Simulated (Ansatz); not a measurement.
Te2Mo: relaxation of cell and atoms with r2SCAN+D3(BJ)

Te2Mo:

```
CELL_PARAMETERS angstrom
3.51820 0.00000 0.00000
-1.75910 3.04685 0.00000
0.00000 0.00000 13.97360
ATOMIC_POSITIONS crystal
Te 0.66667 0.33333 0.37900
Te 0.33333 0.66667 0.87900
Te 0.66667 0.33333 0.12100
Te 0.33333 0.66667 0.62100
Mo 0.66667 0.33333 0.75000
Mo 0.33333 0.66667 0.25000
```

```yaml
Program: Ansatz 0.2.0
Task: relaxation of cell and atoms
Functional: r2SCAN
Dispersion: D3(BJ)
Potentials_or_basis: Ansatz PAW
Cutoff: "500 eV (not typed: the program's choice for these potentials)"
k_mesh: 9 × 9 × 2
Occupations: fermi-dirac, width 0.05 eV
Spin: no spin polarisation
```

- Relaxed volume: 25.45 Å³/atom
- Relaxed cell: a = 3.537 Å, b = 3.537 Å, c = 14.099 Å, α = 90.00°, β = 90.00°, γ = 120.00°
- Space group after relaxing (to 0.05 Å): P6_3/mmc (No. 194)
- Energy gained by relaxing: 1.3 meV/atom
- Ionic steps: 4
- Pressure after relaxing: 0.0 GPa
- Band gap on the k mesh: 0.93 eV, indirect (least direct gap 1.09 eV)

Step by step:
| step | energy change (eV) | largest force (eV/Å) | volume (Å³) |
| --- | --- | --- | --- |
| 1 | 0.0000 | 0.0715 | 149.79 |
| 2 | -0.0073 | 0.0048 | 152.88 |
| 3 | -0.0073 | 0.0017 | 152.73 |
| 4 | -0.0080 | 0.0017 | 152.73 |

Final structure:
```
Te Mo
1.0
     3.53675    0.00000    0.00000
    -1.76838    3.06292    0.00000
     0.00000    0.00000   14.09856
Te Mo
4 2
Direct
  0.66667 0.33333 0.37720
  0.33333 0.66667 0.87720
  0.66667 0.33333 0.12280
  0.33333 0.66667 0.62280
  0.66667 0.33333 0.75000
  0.33333 0.66667 0.25000
```

Levels at points of the mesh, in eV from the valence-band top:
```tsv
k point	band 44	band 45	band 46	band 47	band 48	band 49
(0.00, 0.00, 0.00)	-1.00	-0.47	0.00	2.98	2.98	3.10
(0.00, 0.00, -0.50)	-1.16	-0.11	-0.11	3.02	3.02	3.02
```

Run time: 31 s on 2 threads of Intel(R) Xeon(R) 6975P-C (Granite Rapids), on a shared host, peak memory 0.93 GiB.

Caveat: odd divisions of the mesh miss points on the zone boundary, where band edges often lie, so the gap on the mesh can be too wide; the plane-wave basis is chosen anew once the cell has moved, so the energies of steps on either side of that aren't comparable; spin-orbit coupling is left out, which moves the levels of the heavy elements; the PAW data sets come from PBE, with cores solved anew for the run's functional, which leaves a small shift of forces and pressure; the dispersion damping was fitted for another functional or another form of the correction. A k mesh can miss the band edges.
